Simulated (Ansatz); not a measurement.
Space group Pmmm (No. 47). a = 3.885 Å, b = 4.002 Å, c = 8.052 Å, α = 90.00°, β = 90.00°, γ = 90.00°
```csv
atom,site,symmetry,x,y,z
Ti,2r,mm2,0.0000,0.5000,0.2646
Ti,1f,mmm,0.5000,0.5000,0.0000
Al,1a,mmm,0.0000,0.0000,0.0000
Al,1c,mmm,0.0000,0.0000,0.5000
Al,1h,mmm,0.5000,0.5000,0.5000
Al,2s,mm2,0.5000,0.0000,0.2417
```

Equation of state of this Ti$_{3}$Al$_{5}$ structure (not necessarily the ground state), with shape and atoms relaxed at each volume where symmetry leaves them free. It has no gap at any of these volumes. Theory: DFT PBEsol, scalar-relativistic, plane waves, PAW in Ansatz.

Plane waves to 420 eV, a k mesh through Γ of 10×10×6 on the computed 8-atom cell and Gaussian smearing (0.10 eV); no spin polarisation.

| V (Å³/atom) | E − E(largest V) (meV/atom) | P (GPa) |
| --- | --- | --- |
| 13.773 | 51.37 | 18.92 |
| 14.242 | 4.74 | 13.07 |
| 14.712 | -25.99 | 8.03 |
| 15.181 | -43.02 | 3.70 |
| 15.651 | -48.26 | -0.03 |
| 16.120 | -43.35 | -3.23 |
| 16.590 | -29.71 | -6.00 |
| 17.216 | 0.00 | -9.09 |

**Question.** Fit a third-order Birch–Murnaghan equation to E(V).

**Answer.** V0 = 15.65 Å³/atom, B0 = 115 GPa, B0' = 4.0.